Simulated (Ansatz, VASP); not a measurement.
**InAs in VASP and in Ansatz**

File INCAR:

```
SYSTEM = InAs
ALGO = Normal ; EDIFF = 1E-6
EDIFFG = -0.005 ; ENCUT = 600
GGA = PE ; IBRION = 2
ISIF = 3 ; ISMEAR = 0
LASPH = .True. ; LCHARG = .False.
LREAL = .False. ; LWAVE = .False.
NELM = 100 ; NSW = 100
PREC = Accurate ; SIGMA = 0.1
```

Contents of KPOINTS:

```
k-points
0
Gamma
  12 12 12
  0 0 0
```

The input POSCAR:

```
InAs
1.0
    0.0000000000      3.0180000000      3.0180000000
    3.0180000000      0.0000000000      3.0180000000
    3.0180000000      3.0180000000      0.0000000000
In As
1 1
Direct
    0.0000000000      0.0000000000      0.0000000000
    0.2500000000      0.2500000000      0.2500000000
```

Input for Ansatz:

```yaml
crystal:
  lattice:
    - [0.0, 3.018, 3.018]
    - [3.018, 0.0, 3.018]
    - [3.018, 3.018, 0.0]
  atoms:
    - { symbol: In, position: [0.0, 0.0, 0.0] }
    - { symbol: As, position: [0.25, 0.25, 0.25] }
basis:
  ecutwfc: 420
kpoints:
  mp_grid: { grid: [12, 12, 12] }
hamiltonian:
  xc: pbe
scf:
  occupations: { method: gaussian, width: 0.1 }
output:
  forces: true
  stress: true
  eigenvalues: true
relax:
  adjacent_minimum: "off"
  f_tol: 0.005
  max_steps: 80
  cell: { stress_tol: 0.05 }
```

Alike in both runs: task relaxation of cell and atoms; functional PBE; k mesh 12 × 12 × 12; occupations gaussian, width 0.1 eV; no spin polarisation.

|  | VASP | Ansatz |
| --- | --- | --- |
| version | VASP 6.6.1 | Ansatz 0.2.0 |
| potentials or method | VASP PAW PBE potentials, release 64 (In_d, As) | scalar-relativistic, plane waves, PAW |
| plane-wave cutoff (eV) | 600 | 420 |
| valence electrons in the cell | 18 | 28 |

|  | VASP | Ansatz | Ansatz less VASP |
| --- | --- | --- | --- |
| gap on the k mesh at the Fermi level, each at its own relaxed structure (eV) | none | none | - |
| relaxed volume (Å³/atom) | 29.62 | 29.59 | -0.028 |
| relaxed cell length with the largest relative difference (Å) | 4.376 | 4.374 | -0.0014 |
| energy change over the relaxation (meV/atom) | -27 | -26 | +0.9 |

A gap of «none» marks a metal or a gap that the smearing closes. The two sets of potentials don't hold the same shells in valence.

Caveats: this crystal is a semiconductor, whose small gap the functional closes, so the metal is an error of the method. Zero-point motion and thermal expansion aren't in these numbers. PBE usually gives volumes a little too large and moduli too small.
